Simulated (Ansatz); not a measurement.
# Ni: equation of state with PBEsol

Ni:

```
CELL_PARAMETERS angstrom
-1.38372 1.38372 1.38372
1.38372 -1.38372 1.38372
1.38372 1.38372 -1.38372
ATOMIC_POSITIONS crystal
Ni 0.00000 0.00000 0.00000
```

This isn't the form of Ni at room conditions, which is fcc.

| Quantity | Value |
| --- | --- |
| Program | Ansatz 0.2.0 |
| Task | equation of state |
| Functional | PBEsol |
| Potentials or basis | all-electron LAPW, scalar-relativistic |
| Basis error allowed | 0.001 eV/atom |
| k mesh | 13 × 13 × 13 |
| Occupations | fermi-dirac, width 0.05 eV |
| Spin | collinear spin, ferromagnetic start |
| Starting moments | [1.0] μB |

```json
{
  "Equilibrium volume": "10.48 Å³/atom",
  "Bulk modulus": "220 GPa",
  "Pressure derivative of the bulk modulus": "4.6"
}
```

Energy against volume, from the lowest point:
| volume (Å³/atom) | energy (meV/atom) |
| --- | --- |
| 9.962 | 18.64 |
| 10.174 | 5.87 |
| 10.385 | 0.00 |
| 10.597 | 0.35 |
| 10.809 | 6.24 |
| 11.021 | 17.07 |
| 11.233 | 32.29 |

All runs of the series together: 64 s on 2 threads of Arm Neoverse V1, on a shared host.
